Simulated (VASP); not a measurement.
# Hf (P6_3/mmc) in VASP: a series of runs

Runs on Hf. Level: PBEsol. Tasks: relaxation of cell and atoms.

All numbers are computed with VASP 6.6.1; they aren't measurements. Logs are shortened: lines on timing, memory, paths and dates and some standing lists are left out, and cuts for length are marked.

## 1. The structure

It takes space group P6_3/mmc (No. 194, hexagonal). Conventional cell: a = 3.197 Å, b = 3.197 Å, c = 5.058 Å, α = 90.00°, β = 90.00°, γ = 120.00°. Around Hf (site symmetry -6m2) lie 12 Hf at 3.13 to 3.20 Å.

## 2. Relaxation of cell and atoms, PBEsol

INCAR

```
SYSTEM = Hf
  PREC = Accurate
  ENCUT = 600
  EDIFF = 1E-6
  ISMEAR = 1
  SIGMA = 0.1
  LREAL = .False.
  LASPH = .True.
  NELM = 80
  ALGO = Normal
  ISIF = 3
  LWAVE = .False.
  LCHARG = .False.
  GGA = PS
  IBRION = 2
  NSW = 90
  EDIFFG = -0.01
  KPAR = 2
```

KPOINTS

```
regular mesh
0
Gamma
  15 15 7
  0 0 0
```

POSCAR

```
Hf
1.0
    3.1967000000      0.0000000000      0.0000000000
   -1.5983500000      2.7684234083      0.0000000000
    0.0000000000      0.0000000000      5.0578000000
Hf
2
Direct
    0.3333333333      0.6666666667      0.2500000000
    0.6666666667      0.3333333333      0.7500000000
```

Potentials or basis: VASP PAW PBE potentials, release 64 (Hf_pv).

Run with:

```sh
cat potpaw_PBE.64/Hf_pv/POTCAR > POTCAR
mpirun -np 2 vasp_std > vasp.out
```

OUTCAR:

```text
SYSTEM = Hf
   PREC = Accurate
   ENCUT = 600
   EDIFF = 1E-6
   ISMEAR = 1
   LREAL = .False.
   LASPH = .True.
   NELM = 80
   ISIF = 3
   GGA = PS
   IBRION = 2
   NSW = 90
   EDIFFG = -0.01

 ion  position               nearest neighbor table
   1  0.333  0.667  0.250-   2 3.13   2 3.13   2 3.13   2 3.13   2 3.13   2 3.13
   2  0.667  0.333  0.750-   1 3.13   1 3.13   1 3.13   1 3.13   1 3.13   1 3.13

  LATTYP: Found a hexagonal cell.
 ALAT       =     3.1967000000
 C/A-ratio  =     1.5821941377

  Lattice vectors:

 A1 = (   3.1967000000,   0.0000000000,   0.0000000000)
 A2 = (  -1.5983500000,   2.7684234083,   0.0000000000)
 A3 = (   0.0000000000,   0.0000000000,   5.0578000000)

Analysis of symmetry for initial positions (statically):
=====================================================================
 Subroutine PRICEL returns:
 Original cell was already a primitive cell.

 Routine SETGRP: Setting up the symmetry group for a
 hexagonal supercell.

 Subroutine GETGRP returns: Found 24 space group operations
 (whereof 12 operations were pure point group operations)
 out of a pool of 24 trial point group operations.

The static configuration has the point symmetry D_3d.
 The point group associated with its full space group is D_6h.

Analysis of symmetry for dynamics (positions and initial velocities):
=====================================================================
 Subroutine PRICEL returns:
 Original cell was already a primitive cell.

 Routine SETGRP: Setting up the symmetry group for a
 hexagonal supercell.

 Subroutine GETGRP returns: Found 24 space group operations
 (whereof 12 operations were pure point group operations)
 out of a pool of 24 trial point group operations.

The dynamic configuration has the point symmetry D_3d.
 The point group associated with its full space group is D_6h.

 Subroutine INISYM returns: Found 24 space group operations
 (whereof 12 operations are pure point group operations),
 and found     1 'primitive' translations

----------------------------------------------------------------------------------------

                                     Primitive cell

  volume of cell :      44.7606

  direct lattice vectors                    reciprocal lattice vectors
     3.196700000  0.000000000  0.000000000     0.312822598  0.180608211  0.000000000
    -1.598350000  2.768423408  0.000000000     0.000000000  0.361216423  0.000000000
     0.000000000  0.000000000  5.057800000     0.000000000  0.000000000  0.197714421

  length of vectors
     3.196700000  3.196700000  5.057800000     0.361216423  0.361216423  0.197714421

  position of ions in fractional coordinates (direct lattice)
     0.333333333  0.666666667  0.250000000
     0.666666667  0.333333333  0.750000000

  ion indices of the primitive-cell ions
   primitive index   ion index
                 1           1
                 2           2

----------------------------------------------------------------------------------------

 KPOINTS: regular mesh

Automatic generation of k-mesh.
 Grid dimensions read from file:
 generate k-points for:   15   15    7

 Generating k-lattice:

  Cartesian coordinates                     Fractional coordinates (reciprocal lattice)
     0.020854840  0.012040547  0.000000000     0.066666667  0.000000000  0.000000000
     0.000000000  0.024081095  0.000000000     0.000000000  0.066666667  0.000000000
     0.000000000  0.000000000  0.028244917     0.000000000  0.000000000  0.142857143

  Length of vectors
     0.024081095  0.024081095  0.028244917

  Shift w.r.t. Gamma in fractional coordinates (k-lattice)
     0.000000000  0.000000000  0.000000000

 Subroutine IBZKPT returns following result:
 ===========================================

 Found    108 irreducible k-points:

 Following reciprocal coordinates:
            Coordinates               Weight
  0.000000  0.000000  0.000000      1.000000
  0.066667 -0.000000  0.000000      6.000000
  0.133333 -0.000000  0.000000      6.000000
  0.200000  0.000000  0.000000      6.000000
  0.266667 -0.000000  0.000000      6.000000
  0.333333 -0.000000  0.000000      6.000000
[... 16 lines left out ...]
  0.333333  0.200000  0.000000     12.000000
  0.400000  0.200000  0.000000      6.000000
 [... further k-points ...]
   k-points           NKPTS =    108   k-points in BZ     NKDIM =    108   number of bands    NBANDS=     14
   number of dos      NEDOS =    301   number of ions     NIONS =      2
   total plane-waves  NPLWV =  31360
   dimension x,y,z NGX =    28 NGY =   28 NGZ =   40
   dimension x,y,z NGXF=    56 NGYF=   56 NGZF=   80
   ions per type =               2
   NGX,Y,Z   is equivalent  to a cutoff of  14.56, 14.56, 13.15 a.u.
   NGXF,Y,Z  is equivalent  to a cutoff of  29.12, 29.12, 26.30 a.u.
 SYSTEM =  Hf
   PREC   = accura    normal or accurate (medium, high low for compatibility)
   ISTART =      0    job   : 0-new  1-cont  2-samecut
   ICHARG =      2    charge: 1-file 2-atom 10-const
   ISPIN  =      1    spin polarized calculation?
   LNONCOLLINEAR =      F non collinear calculations
   LSORBIT =      F    spin-orbit coupling
   LASPH  =      T    aspherical Exc in radial PAW
   ENCUT  =  600.0 eV  44.10 Ry    6.64 a.u.   6.38  6.38 10.10*2*pi/ulx,y,z
   NELM   =     80;   NELMIN=  2; NELMDL= -5     # of ELM steps
   EDIFF  = 0.1E-05   stopping-criterion for ELM
   LREAL  =      F    real-space projection
   EDIFFG = -.1E-01   stopping-criterion for IOM
   NSW    =     90    number of steps for IOM
   IBRION =      2    ionic relax: 0-MD 1-quasi-New 2-CG
   NFREE  =      1    steps in history (QN), initial steepest desc. (CG)
   ISIF   =      3    stress and relaxation
   ISYM   =      2    0-nonsym 1-usesym 2-fastsym
   POTIM  = 0.5000    time-step for ionic-motion
   TEBEG  =    0.0;   TEEND  =   0.0 temperature during run
   PSTRESS=    0.0 pullay stress
   NELECT =      20.0000    total number of electrons
   NUPDOWN=      -1.0000    fix difference up-down
   EMIN   =  10.00;   EMAX   =-10.00  energy-range for DOS
   EFERMI =   0.00;   METHOD = LEGACY
   ISMEAR =     1;   SIGMA  =   0.10  broadening in eV -4-tet -1-fermi 0-gaus
   EFERMI_NEDOS =   21; number of points for ismear=-14 and -15
   IALGO  =     38    algorithm
   IMIX   =      4    mixing-type and parameters
     AMIX     =   0.40;   BMIX     =  1.00
     AMIX_MAG =   1.60;   BMIX_MAG =  1.00
  volume/ion in A,a.u.               =      22.38       151.03
  Fermi-wavevector in a.u.,A,eV,Ry     =   1.251563  2.365112 21.312311  1.566411
  Thomas-Fermi vector in A             =   2.385505
   LORBIT       =      0    0 simple, 1 ext, 2 COOP (PROOUT), +10 PAW based schemes
   GGA     = PS    functional components
   LHFCALC =     F    Hartree Fock is set to
   AEXX    =    0.0000 exact exchange contribution
   IVDW    =     0    specifies the selected vdW correction
   LEPSILON=     F    determine dielectric tensor
   LRPA    =     F    only Hartree local field effects (RPA)
 conjugate gradient relaxation of ions
 non-spin polarized calculation
 Methfessel and Paxton  Order N= 1 SIGMA  =   0.10
  energy-cutoff  :      600.00
  volume of cell :       44.76
 maximum number of plane-waves:      1513
 NGX is ok and might be reduce to    28
   NGX = 13   NGY = 13   NGZ = 21

--------------------------------------- Ionic step        1  -------------------------------------------

 number of electron      20.0000001 magnetization

 Free energy of the ion-electron system (eV)
  ---------------------------------------------------
  ext. energy  EPLUGINS =         0.00000000
  ---------------------------------------------------
  free energy    TOTEN  =       -20.98360544 eV

  energy without entropy =      -20.98412642  energy(sigma->0) =      -20.98377910

------------------------ aborting loop because EDIFF is reached ----------------------------------------

  FORCE on cell =-STRESS in cart. coord.  units (eV):
  Direction    XX          YY          ZZ          XY          YZ          ZX
  --------------------------------------------------------------------------------------
  -------------------------------------------------------------------------------------
  Total       -1.1513981     -1.1513981     -1.2261986      0.0000000      0.0000000     -0.0000000
  in kB      -41.2135532    -41.2135532    -43.8909877      0.0000000      0.0000000     -0.0000000
  external PRESSURE =     -42.1060314 kB  Pullay stress =       0.0000000 kB
[... 57 lines left out ...]
  energy  without entropy=      -20.9709623569  energy(sigma->0) =      -20.97116054

--------------------------------------- Ionic step        3  -------------------------------------------

 number of electron      19.9999998 magnetization

 Free energy of the ion-electron system (eV)
  ---------------------------------------------------
  ext. energy  EPLUGINS =         0.00000000
  ---------------------------------------------------
  free energy    TOTEN  =       -21.00681000 eV

  energy without entropy =      -21.00717880  energy(sigma->0) =      -21.00693293

 E-fermi :   5.0399     XC(G=0): -11.5670

 val. band max:        5.0383888926   @ k =   0.1333   0.0667   0.2857
 cond. band min:       5.0436977404   @ k =   0.4000   0.2000   0.2857
 fundamental gap:      0.0053088478
 Fermi energy:         5.0398528408

 k-point     1 :       0.0000    0.0000    0.0000
  band No.  band energies     occupation
      1     -25.9832      2.00000
      2     -25.1320      2.00000
      3     -25.1320      2.00000
      4     -24.9895      2.00000
      5     -24.9862      2.00000
      6     -24.9862      2.00000
      7      -2.4922      2.00000
      8       1.1912      2.00000
      9       5.8420     -0.00000
     10       6.1996     -0.00000
     11       6.1996     -0.00000
     12       6.5008     -0.00000
     13       7.0654      0.00000
     14       7.0654      0.00000
[... 375 lines left out ...]
 k-point    24 :       0.4000    0.2000    0.0000
  band No.  band energies     occupation
      1     -25.7186      2.00000
      2     -25.5535      2.00000
      3     -25.4962      2.00000
      4     -25.4480      2.00000
      5     -25.2965      2.00000
      6     -25.2350      2.00000
      7       2.4146      2.00000
      8       2.7374      2.00000
      9       2.9742      2.00000
     10       3.8329      2.00000
     11       5.4006     -0.00000
     12       5.7035     -0.00000
     13       6.9497     -0.00000
     14      10.3005      0.00000

 [... further k-points ...]

------------------------ aborting loop because EDIFF is reached ----------------------------------------

  FORCE on cell =-STRESS in cart. coord.  units (eV):
  Direction    XX          YY          ZZ          XY          YZ          ZX
  --------------------------------------------------------------------------------------
  -------------------------------------------------------------------------------------
  Total       -0.0188420     -0.0188420     -0.0032630      0.0000000      0.0000000     -0.0000000
  in kB       -0.7009976     -0.7009976     -0.1213954      0.0000000      0.0000000     -0.0000000
  external PRESSURE =      -0.5077969 kB  Pullay stress =       0.0000000 kB
[... 17 lines left out ...]
  FREE ENERGIE OF THE ION-ELECTRON SYSTEM (eV)
  ---------------------------------------------------
  free  energy   TOTEN  =       -21.0068099991 eV

  energy  without entropy=      -21.0071787974  energy(sigma->0) =      -21.00693293

 reached required accuracy - stopping structural energy minimisation
```

Wall time 76 s (2 MPI ranks of Intel Xeon Platinum 8488C (Sapphire Rapids), shared host); peak memory 0.22 GiB.

What came out:

```
Free energy                            : -21.0068 eV
Relaxed volume                         : 21.53 Å³/atom
Relaxed cell                           : a = 3.157 Å, b = 3.157 Å, c = 4.990 Å, α = 90.00°, β = 90.00°, γ = 120.00°
Space group after relaxing (to 0.05 Å) : P6_3/mmc (No. 194)
Energy gained by relaxing              : 11.6 meV/atom
Ionic steps                            : 3
Pressure after relaxing                : -0.1 GPa
Band gap on the k mesh                 : none (metal or under the smearing width)
```

Step by step:
| step | energy change (eV) | largest force (eV/Å) | pressure (GPa) | volume (Å³) |
| --- | --- | --- | --- | --- |
| 1 | 0.0000 | 0.0000 | -4.21 | 44.76 |
| 2 | 0.0123 | 0.0000 | 5.92 | 41.06 |
| 3 | -0.0232 | 0.0000 | -0.05 | 43.06 |

Final structure:
```cif
data_structure
_symmetry_space_group_name_H-M 'P 1'
_symmetry_Int_Tables_number 1
_cell_length_a 3.1567
_cell_length_b 3.1567
_cell_length_c 4.9904
_cell_angle_alpha 90.000
_cell_angle_beta 90.000
_cell_angle_gamma 120.000
_cell_volume 43.06
loop_
_atom_site_label
_atom_site_type_symbol
_atom_site_fract_x
_atom_site_fract_y
_atom_site_fract_z
_atom_site_occupancy
Hf1 Hf 0.33333 0.66667 0.25000 1
Hf2 Hf 0.66667 0.33333 0.75000 1
```

Levels at points of the mesh, in eV from the Fermi level:
```tsv
k point	band 8	band 9	band 10	band 11	band 12	band 13
(0.00, 0.00, 0.00)	-3.85	0.80	1.16	1.16	1.46	2.03
```

Caveat: the PAW data sets were made with another functional, which shifts forces and pressure a little.

## 3. Relaxation of cell and atoms, PBEsol

This run uses another cell than the first one, of 21.53 Å³/atom, 0.962 times its volume.

Edit INCAR of step 2 so:

```diff
@@ -3,3 +3,3 @@
   ENCUT = 600
-  EDIFF = 1E-6
+  EDIFF = 1E-7
   ISMEAR = 1
@@ -16,3 +16,3 @@
   NSW = 90
-  EDIFFG = -0.01
+  EDIFFG = -0.005
   KPAR = 2
```

KPOINTS is that of step 2.

POSCAR

```
Hf                                      
1.0
    3.1566728310      0.0000000000     -0.0000000000
   -1.5783364155      2.7337588631      0.0000000000
   -0.0000000000      0.0000000000      4.9903549716
  Hf            
     2
Direct
     0.3333333332999970    0.6666666667000030    0.2500000000000000
     0.6666666667000030    0.3333333332999970    0.7500000000000000
```

Potentials or basis: VASP PAW PBE potentials, release 64 (Hf_pv).

Run with:

```sh
cat potpaw_PBE.64/Hf_pv/POTCAR > POTCAR
mpirun -np 2 vasp_std > vasp.out
```

OUTCAR:

```text
SYSTEM = Hf
   PREC = Accurate
   ENCUT = 600
   EDIFF = 1E-7
   ISMEAR = 1
   LREAL = .False.
   LASPH = .True.
   NELM = 80
   ISIF = 3
   GGA = PS
   IBRION = 2
   NSW = 90
   EDIFFG = -0.005

 ion  position               nearest neighbor table
   1  0.333  0.667  0.250-   2 3.09   2 3.09   2 3.09   2 3.09   2 3.09   2 3.09
   2  0.667  0.333  0.750-   1 3.09   1 3.09   1 3.09   1 3.09   1 3.09   1 3.09

  LATTYP: Found a hexagonal cell.
 ALAT       =     3.1566728310
 C/A-ratio  =     1.5808907792

  Lattice vectors:

 A1 = (   3.1566728310,   0.0000000000,   0.0000000000)
 A2 = (  -1.5783364155,   2.7337588631,   0.0000000000)
 A3 = (   0.0000000000,   0.0000000000,   4.9903549716)

Analysis of symmetry for initial positions (statically):
=====================================================================
 Subroutine PRICEL returns:
 Original cell was already a primitive cell.

 Routine SETGRP: Setting up the symmetry group for a
 hexagonal supercell.

 Subroutine GETGRP returns: Found 24 space group operations
 (whereof 12 operations were pure point group operations)
 out of a pool of 24 trial point group operations.

The static configuration has the point symmetry D_3d.
 The point group associated with its full space group is D_6h.

Analysis of symmetry for dynamics (positions and initial velocities):
=====================================================================
 Subroutine PRICEL returns:
 Original cell was already a primitive cell.
[... 237 lines left out ...]
  ext. energy  EPLUGINS =         0.00000000
  ---------------------------------------------------
  free energy    TOTEN  =       -21.00657972 eV

  energy without entropy =      -21.00694106  energy(sigma->0) =      -21.00670016

 E-fermi :   5.0431     XC(G=0): -11.5692

 val. band max:        5.0416993233   @ k =   0.1333   0.0667   0.2857
 cond. band min:       5.0466101790   @ k =   0.4000   0.2000   0.2857
 fundamental gap:      0.0049108557
 Fermi energy:         5.0431413800

 k-point     1 :       0.0000    0.0000    0.0000
  band No.  band energies     occupation
      1     -25.9794      2.00000
      2     -25.1269      2.00000
      3     -25.1269      2.00000
      4     -24.9845      2.00000
      5     -24.9810      2.00000
      6     -24.9810      2.00000
      7      -2.4905      2.00000
      8       1.1926      2.00000
      9       5.8459     -0.00000
     10       6.2034     -0.00000
     11       6.2034     -0.00000
     12       6.5028     -0.00000
     13       7.0694      0.00000
     14       7.0694      0.00000
[... 377 lines left out ...]
      1     -25.7147      2.00000
      2     -25.5495      2.00000
      3     -25.4917      2.00000
      4     -25.4436      2.00000
      5     -25.2918      2.00000
      6     -25.2304      2.00000
      7       2.4180      2.00000
      8       2.7392      2.00000
      9       2.9767      2.00000
     10       3.8374      2.00000
     11       5.4041     -0.00000
     12       5.7066     -0.00000
     13       6.9532     -0.00000
     14      10.3055      0.00000

 [... further k-points ...]

------------------------ aborting loop because EDIFF is reached ----------------------------------------

  FORCE on cell =-STRESS in cart. coord.  units (eV):
  Direction    XX          YY          ZZ          XY          YZ          ZX
  --------------------------------------------------------------------------------------
  -------------------------------------------------------------------------------------
  Total       -0.0011179     -0.0011179      0.0089953      0.0000000      0.0000000      0.0000000
  in kB       -0.0416086     -0.0416086      0.3348232      0.0000000      0.0000000      0.0000000
  external PRESSURE =       0.0838687 kB  Pullay stress =       0.0000000 kB
[... 17 lines left out ...]
  FREE ENERGIE OF THE ION-ELECTRON SYSTEM (eV)
  ---------------------------------------------------
  free  energy   TOTEN  =       -21.0065797193 eV

  energy  without entropy=      -21.0069410556  energy(sigma->0) =      -21.00670016

 reached required accuracy - stopping structural energy minimisation
```

CONTCAR:

```text
Hf
   1.00000000000000
     3.1559915279944062    0.0000000000000000    0.0000000000000000
    -1.5779957639972031    2.7331688373894694    0.0000000000000000
    -0.0000000000000000   -0.0000000000000000    4.9901023118483296
  Hf
     2
Direct
     0.3333333332999970    0.6666666667000030    0.2500000000000000
     0.6666666667000030    0.3333333332999970    0.7500000000000000

  0.00000000E+00  0.00000000E+00  0.00000000E+00
  0.00000000E+00  0.00000000E+00  0.00000000E+00
```

Run time: 68 s. Hardware: 2 MPI ranks of Intel Xeon Platinum 8488C (Sapphire Rapids), shared host; peak memory 0.22 GiB.

What came out:

```yaml
Free_energy: -21.0066 eV
Relaxed_volume: 21.52 Å³/atom
Relaxed_cell: a = 3.156 Å, b = 3.156 Å, c = 4.990 Å, α = 90.00°, β = 90.00°, γ = 120.00°
Space_group_after_relaxing_to_0.05_Å: P6_3/mmc (No. 194)
Energy_gained_by_relaxing: 0.0 meV/atom
Ionic_steps: 3
Pressure_after_relaxing: 0.0 GPa
Band_gap_on_the_k_mesh: none (metal or under the smearing width)
```

Final structure:
```yaml
crystal:
  lattice:
    - [3.15599, 0.00000, 0.00000]
    - [-1.57800, 2.73317, 0.00000]
    - [0.00000, 0.00000, 4.99010]
  atoms:
    - { symbol: Hf, position: [0.33333, 0.66667, 0.25000] }
    - { symbol: Hf, position: [0.66667, 0.33333, 0.75000] }
```

Levels at points of the mesh, in eV from the Fermi level:
```tsv
k point	band 6	band 7	band 8	band 9	band 10	band 11	band 12	band 13	band 14
(0.00, 0.00, 0.00)	-30.02	-7.53	-3.85	0.80	1.16	1.16	1.46	2.03	2.03
```

Caveat: the PAW data sets were made with another functional, which shifts forces and pressure a little.
